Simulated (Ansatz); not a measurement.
A run of Ansatz 0.2.0 is set up as follows.

The input input.yaml:

```yaml
crystal:
  lattice:
    - [0.0, 2.4734634191, 2.4734634191]
    - [2.4734634191, 0.0, 2.4734634191]
    - [2.4734634191, 2.4734634191, 0.0]
  atoms:
    - { symbol: Mn, position: [0.0, 0.0, 0.0], spin: 4.0 }
    - { symbol: S, position: [0.75, 0.75, 0.75] }
kpoints:
  mp_grid: { grid: [9, 9, 9] }
scf:
  occupations: { method: fermi_dirac, width: 0.05 }
hamiltonian:
  xc: pbesol
  pseudopotentials: { kind: all_electron, lapw: { basis_error: 0.001 } }
  hubbard:
    sites: [{ species: Mn, l: d, u_eff: 2 }]
    double_counting: fll
    projectors: ortho-atomic
magnetization:
  spin_polarized: true
output:
  forces: true
  stress: true
  eigenvalues: true
  dos: { projected: false, de: 0.1, e_range: [-14, 10] }
  hubbard: {}
```

Potentials or basis: all-electron LAPW, scalar-relativistic.

Launch:

```sh
$ ansatz run input.yaml --threads 2 --pin off --max-ram 6144MiB --backend cpu --events-out ev --progress --plain --runs-dir out
```

(1) Estimate the site moments.

(2) What does it give for the pressure?

(3) What does it give for the absolute moment?

(4) What does it give for the net moment?

Results:

(1) Mn +3.58; S +0.04 μB.

(2) 34.6 GPa.

(3) 3.94 μB per cell.

(4) 3.93 μB per cell.

Caveat: the magnetic state may not be the lowest; a pressure of tens of GPa on the cell as given is suspect, and the run, the potentials or the cell itself is likely at fault; a cell with one magnetic atom can't hold antiferromagnetic order, which such compounds often take.
